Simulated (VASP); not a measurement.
Write the native input for VASP 6.6.1 that does the following.

| Item | Value |
| --- | --- |
| Task | relaxation of cell and atoms |
| Functional | PBE |
| Dispersion | D3(BJ) |
| Potentials or basis | VASP PAW PBE potentials, release 64 (S, Mo_sv) |
| Cutoff | 600 eV |
| k mesh | 12 × 12 × 1 |
| Occupations | gaussian, width 0.03 eV |
| Spin | no spin polarisation |
| Further INCAR settings | ALGO = Normal; EDIFF = 1e-07; IBRION = 2; EDIFFG = -0.005; NSW = 90; ISIF = 3 |

The structure of MoS2 lies in POSCAR:

```
MoS2                                    
1.0
    3.1531462914      0.0000000000      0.0000000000
   -1.5765731457      2.7307047857      0.0000000000
    0.0000000000      0.0000000000     21.1302960000
  S               Mo            
     2     1
Direct
     0.3333333300000021    0.6666666699999979    0.4258408315142324
     0.3333333300000021    0.6666666699999979    0.5741591684857676
     0.6666666699999979    0.3333333300000021    0.5000000000000000
```

The input as run:

INCAR

```
PREC = Accurate
ENCUT = 600
EDIFF = 1E-7
ISMEAR = 0
SIGMA = 0.03
LREAL = F
LASPH = T
NELM = 80
ALGO = Normal
ISIF = 3
LWAVE = F
LCHARG = F
GGA = PE
IVDW = 12
IBRION = 2
NSW = 90
EDIFFG = -0.005
LATTICE_CONSTRAINTS = .TRUE. .TRUE. .FALSE.
```

KPOINTS

```
Automatic mesh
0
Gamma
  12 12 1
```

Potentials or basis: VASP PAW PBE potentials, release 64 (S, Mo_sv).

Run with:

```console
$ cat potpaw_PBE.64/S/POTCAR potpaw_PBE.64/Mo_sv/POTCAR > POTCAR
$ mpirun -np 1 vasp_std > vasp.out
```

It gave:

| Item | Value |
| --- | --- |
| Band gap on the k mesh | 1.78 eV, direct |
| Dispersion energy per atom | -0.320 eV |

Caveat: the relaxation stopped at its first step, so nothing moved.

Wall time 120 s on 1 thread of Intel(R) Xeon(R) Platinum 8488C (Sapphire Rapids) (shared host), peak memory 0.41 GiB.
